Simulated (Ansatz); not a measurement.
# Ag: how the settings move a single-point run

Question: which choices in the input matter for Ag?

Program: Ansatz 0.2.0. Level of theory: reference: DFT, PBE, all-electron LAPW, scalar-relativistic. These are calculated values, not measurements.

### 1 Starting point

It takes space group P6_3/mmc (No. 194, hexagonal). Conventional cell: a = 2.959 Å, b = 2.959 Å, c = 4.837 Å, α = 90.00°, β = 90.00°, γ = 120.00°. Ag (site symmetry -6m2) has 12 Ag at 2.96 Å as nearest neighbours.

As a file:

```cif
data_structure
_symmetry_space_group_name_H-M 'P 1'
_symmetry_Int_Tables_number 1
_cell_length_a 2.9590
_cell_length_b 2.9590
_cell_length_c 4.8374
_cell_angle_alpha 90.000
_cell_angle_beta 90.000
_cell_angle_gamma 120.000
_cell_volume 36.68
loop_
_atom_site_label
_atom_site_type_symbol
_atom_site_fract_x
_atom_site_fract_y
_atom_site_fract_z
_atom_site_occupancy
Ag1 Ag 0.33333 0.66667 0.25000 1
Ag2 Ag 0.66667 0.33333 0.75000 1
```

### 2 The reference run

Input file input.yaml:

```yaml
crystal:
  lattice:
    - [2.9590098492, 0.0, 0.0]
    - [-1.4795049246, 2.5625776994, 0.0]
    - [0.0, 0.0, 4.8374288271]
  atoms:
    - { symbol: Ag, position: [0.3333333333, 0.6666666667, 0.25] }
    - { symbol: Ag, position: [0.6666666667, 0.3333333333, 0.75] }
kpoints:
  mp_grid: { grid: [14, 14, 8] }
scf:
  occupations: { method: fermi_dirac, width: 0.05 }
hamiltonian:
  xc: pbe
  pseudopotentials: { kind: all_electron, lapw: { basis_error: 0.00025 } }
output:
  forces: true
  stress: true
  eigenvalues: true
```

On the command line:

```console
$ ansatz run input.yaml --threads 1 --pin off --max-ram 2048MiB --backend cpu --events-out ev --progress --plain --runs-dir out
```

### 3 Variant: occupations.width 0.15

Changes to input.yaml since step 2:

```diff
@@ -11,3 +11,3 @@
 scf:
-  occupations: { method: fermi_dirac, width: 0.05 }
+  occupations: { method: fermi_dirac, width: 0.15 }
 hamiltonian:
```

Before running it: what results should come out? Wanted: for each run, ending; energy change; pressure; gap; force.

**Answer**, as computed:

```csv
run,ending,energy change,pressure (GPa),gap (eV),force (eV/Å),cycles,time
reference,converged,0,-2.1,0.00,0.00,8,24 s
1: occupations.width 0.15,converged,+0.4 meV/atom (σ→0),-2.1,0.00,0.00,8,24 s
```

Residual by cycle in the longest SCF loop of each run; runs are numbered as in the table. The quantity is the density residual dr2, in eV.

```csv
cycle,reference,run 1
1,0.0674,0.0683
2,0.00318,0.00312
3,0.00768,0.00774
4,0.00181,0.00183
5,1.3e-4,1.3e-4
6,2.7e-6,2.7e-6
7,1.7e-7,1.7e-7
8,1.1e-8,9.6e-9
```

**Reading.** Changing the smearing leaves the energy as it was (+0.4 meV/atom).
